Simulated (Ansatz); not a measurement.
# TiO2: the cost of one run

All numbers are computed with Ansatz 0.2.0, driven from Python. Level of theory: DFT PBEsol, plane waves, PAW.

### 1 The structure

The structure is monoclinic, space group C2/c (No. 15). The conventional cell has a = 5.412 Å, b = 5.413 Å, c = 5.472 Å, α = 90.00°, β = 118.77°, γ = 90.00°. Ti (site symmetry 2) is surrounded by 6 O at 1.93 to 2.00 Å. O (site symmetry 1) is surrounded by 3 Ti at 1.93 to 2.00 Å.

No structure file is read: the coordinates are typed or built in the script.

### 2 The script

run_kconv.py reads:

```python
# -*- coding: utf-8 -*-
"""Convergence of TiO2 with the k-point mesh."""

import ansatz as az
from tabulate import tabulate

tio2 = (
    az.Lattice.of((2.706034, -2.706655, 0.0), (2.706034, 2.706655, 0.0), (-2.633531, 0.0, 4.796637))
    .atom("Ti", (0.13411, 0.86589, 0.25))
    .atom("Ti", (0.86589, 0.13411, 0.75))
    .atom("O", (0.331221, 0.088755, 0.667149))
    .atom("O", (0.668779, 0.911245, 0.332851))
    .atom("O", (0.911245, 0.668779, 0.832851))
    .atom("O", (0.088755, 0.331221, 0.167149))
)

calculation = (
    tio2.calculation()
    .functional("pbesol")
    .occupations("fixed")
    .forces()
    .stress()
)

rows = []
for value in [0.8, 0.6, 0.5, 0.4, 0.33]:
    rep = calculation.kpoints(spacing=value).run().report
    rows.append((value, rep["free_energy_ev"] / len(rep["lattice"]["sites"]), rep["n_iterations"], sum(rep["stress_gpa"][i][i] for i in range(3)) / 3, max(abs(f) for row in rep["forces_ev_ang"] for f in row), rep["n_kpoints"]))

print(tabulate(rows, headers=["spacing (1/A)", "F/atom (eV)", "iterations", "P (GPa)", "max component (eV/A)", "k-points"], floatfmt=".4f", tablefmt="simple"))

# the last row is the reference
for row in rows[:-1]:
    shift = 1000 * (row[1] - rows[-1][1])
    print(f"{row[0]}: {shift:+.2f} meV/atom" + ("  (within 2 meV)" if abs(shift) < 2 else ""))
```

### 3 The input behind the calls

The engine receives this input (first run):

```yaml
crystal:
  lattice:
    - [2.706034, -2.706655, 0.0]
    - [2.706034, 2.706655, 0.0]
    - [-2.633531, 0.0, 4.796637]
  atoms:
    - { symbol: Ti, position: [0.13411, 0.86589, 0.25] }
    - { symbol: Ti, position: [0.86589, 0.13411, 0.75] }
    - { symbol: O, position: [0.331221, 0.088755, 0.667149] }
    - { symbol: O, position: [0.668779, 0.911245, 0.332851] }
    - { symbol: O, position: [0.911245, 0.668779, 0.832851] }
    - { symbol: O, position: [0.088755, 0.331221, 0.167149] }
kpoints:
  mp_grid:
    kspacing: 0.8
hamiltonian:
  xc: pbesol
scf:
  occupations:
    method: fixed
output:
  forces: true
  stress: true
```

### 4 The run

On the command line:

```bash
> python run_kconv.py
```

**Question.** How long does this script take on 1 thread of Arm Neoverse V1, shared host, and how much memory does it need?

About 17 s, with a peak of 0.43 GiB.
